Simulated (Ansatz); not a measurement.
Pb in Ansatz: the effect of functional

The system is Pb.

```
CELL_PARAMETERS angstrom
0.00000 3.36880 3.36880
3.36880 0.00000 3.36880
3.36880 3.36880 0.00000
ATOMIC_POSITIONS crystal
Pb 0.25000 0.25000 0.25000
Pb 0.00000 0.00000 0.00000
```

This isn't the form of Pb at room conditions, which is fcc.

The cell isn't the ideal one: volume scaled by 0.94.

Alike in all runs:

| Item | Value |
| --- | --- |
| Program | Ansatz 0.2.0 |
| Task | single point |
| Potentials or basis | Ansatz PAW |
| k mesh | 7 × 7 × 7 |
| Occupations | fermi-dirac, width 0.05 eV |
| Spin | no spin polarisation |

| functional | cutoff | pressure (GPa) |
| --- | --- | --- |
| LDA | 420 eV (not typed: the program's choice for these potentials) | ? |
| PBEsol | 420 eV (not typed: the program's choice for these potentials) | 2.8 |
| r2SCAN | 500 eV (not typed: the program's choice for these potentials) | 3.6 |

Task: What does the run with functional LDA give?

Result: Pressure 1.5 GPa.

Caveats: the PAW data sets come from PBE, with cores solved anew for the run's functional, which leaves a small shift of forces and pressure.

Runs at the PBE level aren't shown here.
